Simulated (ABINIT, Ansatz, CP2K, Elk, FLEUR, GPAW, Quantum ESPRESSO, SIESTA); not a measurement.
# Code comparison for NaBr (Fm-3m, 2 atoms in the cell)

Self-consistent single point, at a second geometry (lattice scaled by 0.98). First geometry:

```
CELL_PARAMETERS angstrom
      0.00000     2.96450     2.96450
      2.96450     0.00000     2.96450
      2.96450     2.96450     0.00000
ATOMIC_POSITIONS crystal
  Na 0.00000 0.00000 0.00000
  Br 0.50000 0.50000 0.50000
```

Shared settings, as Ansatz (a first-principles code) writes them: kpoints.mp_grid.grid = 5 5 5; scf.occupations.method = fermi_dirac; scf.occupations.width = 0.0007 Ry. Potentials and cutoffs stand in the table.

```json
[
 {"code": "Elk", "model": "PBE, all-electron FP-LAPW, Elk's shipped species files, LAPW+lo basis", "ΔF from the first geometry (meV/atom)": "20.4", "pressure (GPa)": "–", "gap on the mesh (eV)": "4.371", "cutoff": "rgkmax 8"},
 {"code": "Quantum ESPRESSO", "model": "PBE, PseudoDojo standard norm-conserving (PBE) pseudopotentials", "ΔF from the first geometry (meV/atom)": "19.2", "pressure (GPa)": "2.91", "gap on the mesh (eV)": "4.414", "cutoff": "90 Ry"},
 {"code": "GPAW", "model": "PBE, GPAW PAW datasets PBE (gpaw-data 1.0.1)", "ΔF from the first geometry (meV/atom)": "19.1", "pressure (GPa)": "2.90", "gap on the mesh (eV)": "4.426", "cutoff": "850 eV"},
 {"code": "FLEUR", "model": "PBE, all-electron FLAPW (FLEUR), scalar-relativistic valence", "ΔF from the first geometry (meV/atom)": "19.7", "pressure (GPa)": "–", "gap on the mesh (eV)": "4.584", "cutoff": "Kmax 3.9 1/bohr"},
 {"code": "Ansatz", "model": "PBE, default PAW files", "ΔF from the first geometry (meV/atom)": "19.0", "pressure (GPa)": "2.89", "gap on the mesh (eV)": "4.414", "cutoff": "default"},
 {"code": "SIESTA", "model": "GGA PBE, numerical atomic orbitals DZP, PseudoDojo PBE standard norm-conserving potentials (rewritten from UPF to PSML)", "ΔF from the first geometry (meV/atom)": "18.5", "pressure (GPa)": "3.00", "gap on the mesh (eV)": "4.535", "cutoff": "grid 350 Ry"},
 {"code": "ABINIT", "model": "PBE, PAW (JTH v2.0 PBE PAW)", "ΔF from the first geometry (meV/atom)": "20.9", "pressure (GPa)": "2.82", "gap on the mesh (eV)": "4.405", "cutoff": "816 eV"},
 {"code": "CP2K", "model": "PBE, GPW, DZVP-MOLOPT-SR-GTH basis, GTH-PBE potentials (GTH_POTENTIALS)", "ΔF from the first geometry (meV/atom)": "22.2", "pressure (GPa)": "3.29", "gap on the mesh (eV)": "4.413", "cutoff": "grid 950 Ry"}
]
```

A dash marks a value that a program does not give, or that is left out as unsure.

Gaps are read on the mesh.

The spread over the programs that give each value: ΔF from the first geometry within 3.7 meV/atom; pressure within 0.47 GPa; gap on the mesh within 0.213 eV.

SIESTA and CP2K use small atom-centred bases, whose incompleteness enters pressures, forces and empty levels differently from a plane-wave cutoff. Elk and FLEUR treat all electrons, but the usual bases taken here (sphere radii, linearisation, local orbitals, empty states) were not tested for convergence, so the values are no reference for the others. Ansatz's pressure is given at a fixed set of plane waves, as the other plane-wave codes print theirs. In the gap, FLEUR (by 0.170) and SIESTA (by 0.121) lie more than 0.12 eV from the median of the plane-wave programs.

The starting cell comes from a database of computed structures (which also holds hypothetical and non-ambient phases and stackings), without a prior relaxation at this level. Its lattice was rescaled by a random factor within 2.5 % of one. For this run, on top of that: lattice scaled by 0.98.

Keys are those of Ansatz 0.2.
